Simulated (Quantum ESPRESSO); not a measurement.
# Ti (P6_3/mmc) in Quantum ESPRESSO: further runs

Runs on Ti. Level: LDA. Tasks: single point, equation of state.

All numbers are computed with Quantum ESPRESSO 7.5; they aren't measurements. Logs are shortened: lines on timing, memory, paths and dates and some standing lists are left out, and cuts for length are marked.

**1. The structure**

Symmetry: P6_3/mmc, No. 194, hexagonal system. The conventional cell has a = 2.950 Å, b = 2.950 Å, c = 4.680 Å, α = 90.00°, β = 90.00°, γ = 120.00°. Around Ti (site symmetry -6m2) lie 12 Ti at 2.89 to 2.95 Å.

**2. Single point, LDA, 16.58 Å³/atom**

Contents of pw.in:

```
&CONTROL
  calculation = 'scf'
  prefix = 'pwscf'
  outdir = './tmp'
  pseudo_dir = './pseudo'
  tstress = .true.
  disk_io = 'nowf'
/
&SYSTEM
  ibrav = 0
  nat = 2
  ntyp = 1
  ecutwfc = 45
  ecutrho = 360
  nbnd = 19
  occupations = 'smearing'
  smearing = 'fd'
  degauss = 0.00367493
/
&ELECTRONS
  conv_thr = 4d-10
  electron_maxstep = 120
  mixing_beta = 0.5
/
ATOMIC_SPECIES
Ti    47.8670 ti_lda_v1.4.uspp.F.UPF
CELL_PARAMETERS angstrom
   2.8897790207    0.0000000000    0.0000000000
  -1.4448895104    2.5026220433    0.0000000000
   0.0000000000    0.0000000000    4.5844629888
ATOMIC_POSITIONS crystal
Ti     0.6666666667    0.3333333333    0.7500000000
Ti     0.3333333333    0.6666666667    0.2500000000
K_POINTS automatic
10 10 6 0 0 0
```

Potentials or basis: GBRV 1.5 LDA.

Launch:

```console
$ OMP_NUM_THREADS=1 mpirun -n 2 pw.x -nk 2 -in pw.in > pw.out
```

pw.out:

```text
This program is part of the open-source Quantum ESPRESSO suite
     for quantum simulation of materials; please cite
[... 13 lines left out ...]
     --------------------
     sticks:   dense  smooth     PW     G-vecs:    dense   smooth      PW
     Sum         745     367    121                25829     9127    1617

     Using Slab Decomposition

     bravais-lattice index     =            0
     lattice parameter (alat)  =       5.4609  a.u.
     unit-cell volume          =     223.7407 (a.u.)^3
     number of atoms/cell      =            2
     number of atomic types    =            1
     number of electrons       =        24.00
     number of Kohn-Sham states=           19
     kinetic-energy cutoff     =      45.0000  Ry
     charge density cutoff     =     360.0000  Ry
     scf convergence threshold =      4.0E-10
     mixing beta               =       0.5000
     number of iterations used =            8  plain     mixing
     Exchange-correlation=  SLA  PZ   NOGX NOGC
                           (   1   1   0   0   0   0   0)

     celldm(1)=   5.460891  celldm(2)=   0.000000  celldm(3)=   0.000000
     celldm(4)=   0.000000  celldm(5)=   0.000000  celldm(6)=   0.000000

     crystal axes: (cart. coord. in units of alat)
               a(1) = (   1.000000   0.000000   0.000000 )
               a(2) = (  -0.500000   0.866025   0.000000 )
               a(3) = (   0.000000   0.000000   1.586441 )

     reciprocal axes: (cart. coord. in units 2 pi/alat)
               b(1) = (  1.000000  0.577350 -0.000000 )
               b(2) = (  0.000000  1.154701  0.000000 )
               b(3) = (  0.000000 -0.000000  0.630342 )

     PseudoPot. # 1 for Ti read from file:
     ti_lda_v1.4.uspp.F.UPF
     Pseudo is Ultrasoft + core correction, Zval = 12.0
     Generated by new atomic code, or converted to UPF format
     Using radial grid of  851 points,  6 beta functions with:
                l(1) =   0
                l(2) =   0
                l(3) =   1
                l(4) =   1
                l(5) =   2
                l(6) =   2
     Q(r) pseudized with  6 coefficients,  rinner =    1.000   1.000   1.000
                                                       1.000   1.000

     atomic species   valence    mass     pseudopotential
     Ti               12.00    47.86700     Ti( 1.00)

     24 Sym. Ops., with inversion, found (12 have fractional translation)

   Cartesian axes

     site n.     atom                  positions (alat units)
         1        Ti     tau(   1) = (   0.5000000   0.2886751   1.1898305  )
         2        Ti     tau(   2) = (  -0.0000000   0.5773503   0.3966102  )

     number of k points=    56  Fermi-Dirac smearing, width (Ry)=  0.0037
                       cart. coord. in units 2pi/alat
        k(    1) = (   0.0000000   0.0000000   0.0000000), wk =   0.0033333
        k(    2) = (   0.0000000   0.0000000   0.1050570), wk =   0.0066667
        k(    3) = (   0.0000000   0.0000000   0.2101140), wk =   0.0066667
        k(    4) = (   0.0000000   0.0000000  -0.3151709), wk =   0.0033333
        k(    5) = (   0.0000000   0.1154701   0.0000000), wk =   0.0200000
        k(    6) = (   0.0000000   0.1154701   0.1050570), wk =   0.0400000
[... 48 lines left out ...]
        k(   55) = (   0.3000000   0.5196152   0.2101140), wk =   0.0400000
        k(   56) = (   0.3000000   0.5196152  -0.3151709), wk =   0.0200000

     Dense  grid:    25829 G-vectors     FFT dimensions: (  36,  36,  54)

     Smooth grid:     9127 G-vectors     FFT dimensions: (  24,  24,  40)

     Check: negative core charge=   -0.000017

     Initial potential from superposition of free atoms

     starting charge      21.9999, renormalised to      24.0000

     negative rho (up, down):  1.655E-03 0.000E+00
     Starting wfcs are   20 randomized atomic wfcs

     Self-consistent Calculation

     iteration #  1     ecut=    45.00 Ry     beta= 0.50
     Davidson diagonalization with overlap
     ethr =  1.00E-02,  avg # of iterations =  3.5

     negative rho (up, down):  1.788E-03 0.000E+00

     total energy              =    -238.19013367 Ry
     estimated scf accuracy    <       1.18415286 Ry

     iteration #  2     ecut=    45.00 Ry     beta= 0.50
     Davidson diagonalization with overlap
     ethr =  4.93E-03,  avg # of iterations =  2.2

     negative rho (up, down):  1.405E-03 0.000E+00

     total energy              =    -238.47540426 Ry
     estimated scf accuracy    <       0.00568896 Ry

     iteration #  3     ecut=    45.00 Ry     beta= 0.50
     Davidson diagonalization with overlap
     ethr =  2.37E-05,  avg # of iterations =  4.8

     negative rho (up, down):  9.973E-04 0.000E+00

     total energy              =    -238.47682641 Ry
     estimated scf accuracy    <       0.00486562 Ry

     iteration #  4     ecut=    45.00 Ry     beta= 0.50
     Davidson diagonalization with overlap
     ethr =  2.03E-05,  avg # of iterations =  3.4
[... 46 lines left out ...]
     negative rho (up, down):  9.430E-04 0.000E+00

     total energy              =    -238.47903266 Ry
     estimated scf accuracy    <       0.00000001 Ry

     iteration # 10     ecut=    45.00 Ry     beta= 0.50
     Davidson diagonalization with overlap
     ethr =  2.95E-11,  avg # of iterations =  3.9

     negative rho (up, down):  9.429E-04 0.000E+00

     total energy              =    -238.47903267 Ry
     estimated scf accuracy    <          9.9E-09 Ry

     iteration # 11     ecut=    45.00 Ry     beta= 0.50
     Davidson diagonalization with overlap
     ethr =  2.95E-11,  avg # of iterations =  2.7

     negative rho (up, down):  9.429E-04 0.000E+00

     End of self-consistent calculation

          k = 0.0000 0.0000 0.0000 (  1117 PWs)   bands (ev):

   -42.3231 -42.1491 -19.3000 -18.5321 -18.5321 -18.4501 -18.4131 -18.4131
     7.6107  11.0403  14.6141  14.6141  14.7340  14.8178  15.1475  15.1475
    15.5176  15.5176  17.1629

          k = 0.0000 0.0000 0.1051 (  1135 PWs)   bands (ev):

   -42.3117 -42.1609 -19.2454 -18.5242 -18.5242 -18.5096 -18.4211 -18.4211
     7.8544  10.9410  14.4125  14.5126  14.5126  14.5997  15.0168  15.0168
    15.7793  15.7793  17.1733

          k = 0.0000 0.0000 0.2101 (  1152 PWs)   bands (ev):

   -42.2802 -42.1931 -19.0947 -18.6701 -18.5025 -18.5025 -18.4430 -18.4430
     8.5416  10.4581  13.8928  14.2618  14.4308  14.4308  14.7439  14.7439
    16.2942  16.2942  17.0903

          k = 0.0000 0.0000-0.3152 (  1134 PWs)   bands (ev):

   -42.2368 -42.2368 -18.8849 -18.8849 -18.4728 -18.4728 -18.4728 -18.4728
     9.5209   9.5209  13.9157  13.9157  14.5132  14.5132  14.5132  14.5132
    16.7852  16.7852  16.7852

          k = 0.0000 0.1155 0.0000 (  1122 PWs)   bands (ev):

   -42.3107 -42.1441 -19.2738 -18.5863 -18.5500 -18.4692 -18.4612 -18.4201
     7.9033  11.2697  14.1753  14.2481  14.8258  14.9694  15.0958  15.3361
    15.3560  15.3589  17.2487
[... 69 lines left out ...]
   -42.1909 -42.1148 -19.0524 -18.9869 -18.9097 -18.6887 -18.6182 -18.4903
    10.9231  11.7991  12.0282  13.2575  14.3836  14.5687  14.8999  17.0746
    17.2941  17.4044  17.5976

          k = 0.0000 0.4619 0.1051 (  1146 PWs)   bands (ev):

   -42.1858 -42.1199 -19.1209 -18.9711 -18.8729 -18.6756 -18.6006 -18.5038
    10.8810  11.7404  12.2956  13.1078  14.5330  14.6941  14.9442  17.0343
    17.1086  17.3110  17.5429

          k = 0.0000 0.4619 0.2101 (  1142 PWs)   bands (ev):

   -42.1719 -42.1338 -19.1606 -19.0631 -18.7440 -18.6397 -18.5946 -18.5405
    10.9185  11.5258  12.6424  13.1594  14.6275  14.9632  15.1900  16.3784
    17.1958  17.2351  17.4414

          k = 0.0000 0.4619-0.3152 (  1148 PWs)   bands (ev):

   -42.1529 -42.1529 -19.1380 -19.1380 -18.6423 -18.6423 -18.5903 -18.5903
    11.1606  11.1606  13.0164  13.0164  14.9431  14.9431  15.6169  15.6169
    17.3173  17.3173  17.6914

          k = 0.0000-0.5774 0.0000 (  1152 PWs)   bands (ev):

   -42.1722 -42.1157 -19.1076 -18.9585 -18.9309 -18.7041 -18.6586 -18.4993
    11.4555  11.5333  11.8559  13.3331  14.2924  14.4883  15.0691  17.3912
    17.6176  17.6404  18.5098

          k = 0.0000-0.5774 0.1051 (  1142 PWs)   bands (ev):

   -42.1684 -42.1195 -19.1557 -19.0123 -18.8535 -18.6906 -18.6319 -18.5132
    11.1538  11.5700  12.3888  12.9404  14.4535  14.9434  15.0198  17.2213
    17.4733  17.6271  18.1947

          k = 0.0000-0.5774 0.2101 (  1146 PWs)   bands (ev):

   -42.1580 -42.1298 -19.1974 -19.1095 -18.7325 -18.6536 -18.6095 -18.5511
    11.0153  11.4723  12.7086  12.9860  14.8481  14.9194  15.6567  16.4808
    17.4888  17.5901  17.6203

          k = 0.0000-0.5774-0.3152 (  1140 PWs)   bands (ev):

   -42.1439 -42.1439 -19.1812 -19.1812 -18.6421 -18.6421 -18.6026 -18.6026
    11.1687  11.1687  12.9529  12.9529  15.3540  15.3540  15.6339  15.6339
    17.5390  17.5390  17.8836

          k = 0.1000 0.1732 0.0000 (  1134 PWs)   bands (ev):

   -42.2875 -42.1356 -19.2239 -18.6707 -18.6202 -18.5343 -18.4834 -18.4432
     8.4604  11.6661  13.5728  13.7131  14.7678  14.9293  15.2593  15.3199
    15.3328  15.7592  17.3385

          k = 0.1000 0.1732 0.1051 (  1134 PWs)   bands (ev):

   -42.2775 -42.1459 -19.1839 -18.6556 -18.6408 -18.5665 -18.4791 -18.4530
     8.6788  11.6074  13.2901  13.7642  14.6135  14.8436  14.9623  15.4116
    15.7238  15.8701  17.3029

          k = 0.1000 0.1732 0.2101 (  1134 PWs)   bands (ev):

   -42.2499 -42.1740 -19.0731 -18.7567 -18.6152 -18.5612 -18.4997 -18.4791
     9.2988  11.1297  13.1224  13.8728  14.1521  14.6760  14.8725  15.1998
    16.2244  16.3831  17.1216

          k = 0.1000 0.1732-0.3152 (  1134 PWs)   bands (ev):

   -42.2121 -42.2121 -18.9179 -18.9179 -18.5664 -18.5664 -18.5097 -18.5097
    10.2030  10.2030  13.4674  13.4674  14.3217  14.3217  14.9709  14.9709
    16.7340  16.7340  17.0368

          k = 0.1000 0.2887 0.0000 (  1134 PWs)   bands (ev):
[... 145 lines left out ...]
   -42.1450 -42.1231 -19.0042 -18.8928 -18.8391 -18.8313 -18.7330 -18.6982
    12.0050  12.2571  12.4837  12.5405  13.9706  14.2016  15.3272  16.8680
    17.3081  17.3263  19.5213

          k = 0.3000 0.5196 0.1051 (  1145 PWs)   bands (ev):

   -42.1435 -42.1245 -19.0042 -18.9885 -18.8979 -18.7510 -18.6988 -18.6560
    12.0500  12.2839  12.5172  12.6610  13.9652  14.0346  15.2997  16.8443
    16.9672  17.3648  19.7199

          k = 0.3000 0.5196 0.2101 (  1140 PWs)   bands (ev):

   -42.1395 -42.1285 -19.0673 -19.0497 -18.8993 -18.7769 -18.6172 -18.5815
    12.1498  12.2822  12.7022  12.9444  13.7007  13.8770  15.3060  16.1346
    17.0425  17.3872  20.0492

          k = 0.3000 0.5196-0.3152 (  1126 PWs)   bands (ev):

   -42.1339 -42.1339 -19.0876 -19.0876 -18.8408 -18.8408 -18.5663 -18.5663
    12.2357  12.2357  12.9794  12.9794  13.6578  13.6578  15.5475  15.5475
    17.2443  17.2443  20.4364

     the Fermi energy is    13.8276 ev

!    total energy              =    -238.47903267 Ry
     estimated scf accuracy    <          4.9E-11 Ry
     smearing contrib. (-TS)   =      -0.00143367 Ry
     internal energy E=F+TS    =    -238.47759900 Ry

     The total energy is F=E-TS. E is the sum of the following terms:
     one-electron contribution =     -77.34612101 Ry
     hartree contribution      =      47.23733756 Ry
     xc contribution           =     -35.76318498 Ry
     ewald contribution        =    -172.60563057 Ry

     convergence has been achieved in  11 iterations

     Computing stress (Cartesian axis) and pressure

     negative rho (up, down):  9.429E-04 0.000E+00
          total   stress  (Ry/bohr**3)                   (kbar)     P=      -34.59
  -0.00021834  -0.00000000   0.00000000          -32.12       -0.00        0.00
  -0.00000000  -0.00021834  -0.00000000           -0.00      -32.12       -0.00
   0.00000000  -0.00000000  -0.00026868            0.00       -0.00      -39.52

=------------------------------------------------------------------------------=
   JOB DONE.
=------------------------------------------------------------------------------=
```

Wall time 6.7 s (2 MPI ranks of AMD EPYC 9R45 (Zen 5), shared host); peak memory 0.2 GiB.

What came out:

```yaml
Free_energy: -3244.6725 eV
Pressure: -3.5 GPa
Band_gap_on_the_k_mesh: none (metal or under the smearing width)
```

**3. Single point, LDA, 16.93 Å³/atom**

pw.in: that of step 2 with these lines changed.

```diff
@@ -27,5 +27,5 @@
 CELL_PARAMETERS angstrom
-   2.8897790207    0.0000000000    0.0000000000
-  -1.4448895104    2.5026220433    0.0000000000
-   0.0000000000    0.0000000000    4.5844629888
+   2.9101302477    0.0000000000    0.0000000000
+  -1.4550651239    2.5202467229    0.0000000000
+   0.0000000000    0.0000000000    4.6167490031
 ATOMIC_POSITIONS crystal
```

Potentials or basis: GBRV 1.5 LDA.

Launch:

```console
$ OMP_NUM_THREADS=1 mpirun -n 2 pw.x -nk 2 -in pw.in > pw.out
```

Run time: 7 s. Hardware: 2 MPI ranks of AMD EPYC 9R45 (Zen 5), shared host; peak memory 0.22 GiB.

The run converged. Its results:

```
Free energy            : -3244.6523 eV
Pressure               : -5.8 GPa
Band gap on the k mesh : none (metal or under the smearing width)
```

**4. Single point, LDA, 17.28 Å³/atom**

pw.in: that of step 3 with these lines changed.

```diff
@@ -27,5 +27,5 @@
 CELL_PARAMETERS angstrom
-   2.9101302477    0.0000000000    0.0000000000
-  -1.4550651239    2.5202467229    0.0000000000
-   0.0000000000    0.0000000000    4.6167490031
+   2.9302007457    0.0000000000    0.0000000000
+  -1.4651003729    2.5376282840    0.0000000000
+   0.0000000000    0.0000000000    4.6485896576
 ATOMIC_POSITIONS crystal
```

Launch:

```console
$ OMP_NUM_THREADS=1 mpirun -n 2 pw.x -nk 2 -in pw.in > pw.out
```

Wall time 6.9 s (2 MPI ranks of AMD EPYC 9R45 (Zen 5), shared host); peak memory 0.22 GiB.

Results (log left out):

```
Free energy            : -3244.6223 eV
Pressure               : -7.9 GPa
Band gap on the k mesh : none (metal or under the smearing width)
```

**5. Single point, LDA, 17.64 Å³/atom**

pw.in: that of step 4 with these lines changed.

```diff
@@ -27,5 +27,5 @@
 CELL_PARAMETERS angstrom
-   2.9302007457    0.0000000000    0.0000000000
-  -1.4651003729    2.5376282840    0.0000000000
-   0.0000000000    0.0000000000    4.6485896576
+   2.9500000000    0.0000000000    0.0000000000
+  -1.4750000000    2.5547749412    0.0000000000
+   0.0000000000    0.0000000000    4.6800000000
 ATOMIC_POSITIONS crystal
```

Launch:

```console
$ OMP_NUM_THREADS=1 mpirun -n 2 pw.x -nk 2 -in pw.in > pw.out
```

Wall time 6.1 s (2 MPI ranks of AMD EPYC 9R45 (Zen 5), shared host); peak memory 0.22 GiB.

The run converged. Its results:

* Free energy: -3244.5837 eV
* Pressure: -9.7 GPa
* Band gap on the k mesh: none (metal or under the smearing width)

**6. Single point, LDA, 17.99 Å³/atom**

pw.in: that of step 5 with these lines changed.

```diff
@@ -27,5 +27,5 @@
 CELL_PARAMETERS angstrom
-   2.9500000000    0.0000000000    0.0000000000
-  -1.4750000000    2.5547749412    0.0000000000
-   0.0000000000    0.0000000000    4.6800000000
+   2.9695369932    0.0000000000    0.0000000000
+  -1.4847684966    2.5716944736    0.0000000000
+   0.0000000000    0.0000000000    4.7109942807
 ATOMIC_POSITIONS crystal
```

Potentials or basis: GBRV 1.5 LDA.

Launch:

```console
$ OMP_NUM_THREADS=1 mpirun -n 2 pw.x -nk 2 -in pw.in > pw.out
```

Run time: 7 s. Hardware: 2 MPI ranks of AMD EPYC 9R45 (Zen 5), shared host; peak memory 0.22 GiB.

It converged, with:

```yaml
Free_energy: -3244.5371 eV
Pressure: -11.5 GPa
Band_gap_on_the_k_mesh: none (metal or under the smearing width)
```

**7. Single point, LDA, 18.34 Å³/atom**

pw.in: that of step 6 with these lines changed.

```diff
@@ -27,5 +27,5 @@
 CELL_PARAMETERS angstrom
-   2.9695369932    0.0000000000    0.0000000000
-  -1.4847684966    2.5716944736    0.0000000000
-   0.0000000000    0.0000000000    4.7109942807
+   2.9888202413    0.0000000000    0.0000000000
+  -1.4944101206    2.5883942563    0.0000000000
+   0.0000000000    0.0000000000    4.7415860099
 ATOMIC_POSITIONS crystal
```

Launch:

```console
$ OMP_NUM_THREADS=1 mpirun -n 2 pw.x -nk 2 -in pw.in > pw.out
```

Wall time 5.9 s (2 MPI ranks of AMD EPYC 9R45 (Zen 5), shared host); peak memory 0.22 GiB.

The run converged. Its results:

```yaml
Free_energy: -3244.4833 eV
Pressure: -13.0 GPa
Band_gap_on_the_k_mesh: none (metal or under the smearing width)
```

**8. Single point, LDA, 18.69 Å³/atom**

pw.in: that of step 7 with these lines changed.

```diff
@@ -27,5 +27,5 @@
 CELL_PARAMETERS angstrom
-   2.9888202413    0.0000000000    0.0000000000
-  -1.4944101206    2.5883942563    0.0000000000
-   0.0000000000    0.0000000000    4.7415860099
+   3.0078578261    0.0000000000    0.0000000000
+  -1.5039289131    2.6048812885    0.0000000000
+   0.0000000000    0.0000000000    4.7717880089
 ATOMIC_POSITIONS crystal
```

Launch:

```console
$ OMP_NUM_THREADS=1 mpirun -n 2 pw.x -nk 2 -in pw.in > pw.out
```

Wall time 6 s (2 MPI ranks of AMD EPYC 9R45 (Zen 5), shared host); peak memory 0.22 GiB.

It converged, with:

* Free energy: -3244.4230 eV
* Pressure: -14.4 GPa
* Band gap on the k mesh: none (metal or under the smearing width)

**9. Equation of state, LDA**

Potentials or basis: GBRV 1.5 LDA.

No new run: the results of the series are fitted here.

Results:

```
Equilibrium volume                        : 16.11 Å³/atom (rough: see the caveat)
Bulk modulus at fixed shape and positions : 126 GPa (rough)
```

Energy against volume, from the lowest point:
```tsv
volume (Å³/atom)	energy (meV/atom)
16.577	0.00
16.930	10.13
17.283	25.09
17.636	44.42
17.988	67.73
18.341	94.63
18.694	124.76
```

Caveat: the minimum lies outside the volumes run; the cell was scaled at fixed shape and fractional positions, which overstates the stiffness of a crystal with free parameters, most of all of layers and chains.
